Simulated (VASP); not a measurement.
VASP input:

### KPOINTS
```
Automatic
0
G
  8 8 8
```

### INCAR
```
! general
SYSTEM   = ZnTe
PREC     = Accurate
ENCUT    = 520   ! plane-wave cut-off (eV)
LREAL    = .False.   ! projection in real space or not
LASPH    = .True.   ! aspherical one-centre terms

! electronic loop
EDIFF    = 1E-7
NELM     = 100   ! most electronic steps
ALGO     = Normal   ! blocked Davidson
LMAXMIX  = 4

! smearing
ISMEAR   = 0
SIGMA    = 0.05

! functional
GGA      = MK
LUSE_VDW = .True.
AGGAC    = 0.0
PARAM1   = 0.1234568
PARAM2   = 0.7114
ZAB_VDW  = -1.8867

! ions
ISIF     = 2   ! forces and stress, cell fixed

! output
LWAVE    = .False.
LCHARG   = .False.
```

**POSCAR**
```
ZnTe
3.0063220
  0.0000000000   1.0000000880   1.0000000880
  1.0000000880   0.0000000000   1.0000000880
  1.0000000880   1.0000000880   0.0000000000
Zn Te
1 1
direct
  0.0000000000   0.0000000000   0.0000000000
  0.2500000000   0.2500000000   0.2500000000
```

POTCAR, in this order: Zn Te (PBE.64 set). Program: vasp_std.

Question: Write an equivalent input for Quantum ESPRESSO's pw.x.

Answer: One equivalent input (not run):
```
&CONTROL
  calculation = 'scf'
  pseudo_dir = './pseudo'
  outdir = './out'
  tprnfor = .true.
  tstress = .true.
/
&SYSTEM
  ibrav = 0
  nat = 2
  ntyp = 2
  ecutwfc = 84
  occupations = 'smearing'
  smearing = 'gaussian'
  degauss = 0.003675
  input_dft = 'vdw-df2-b86r'
/
&ELECTRONS
  conv_thr = 7.3e-09
  electron_maxstep = 100
/
ATOMIC_SPECIES
  Zn 65.380 Zn.upf
  Te 127.600 Te.upf
CELL_PARAMETERS angstrom
     0.0000000    3.0063223    3.0063223
     3.0063223    0.0000000    3.0063223
     3.0063223    3.0063223    0.0000000
ATOMIC_POSITIONS crystal
  Zn   0.0000000  0.0000000  0.0000000
  Te   0.2500000  0.2500000  0.2500000
K_POINTS automatic
  8 8 8 0 0 0
```
Limits of the translation: the potentials are each code's own (VASP's PAW set, PseudoDojo norm-conserving files in pw.x), so ENCUT and ecutwfc are chosen apart and not converted; conv_thr bounds pw.x's estimated SCF error, while EDIFF bounds the energy change between steps.

The compound is ZnTe in the zinc blende structure. This cell is one point of a volume scan, at 0.94 of the reference volume.
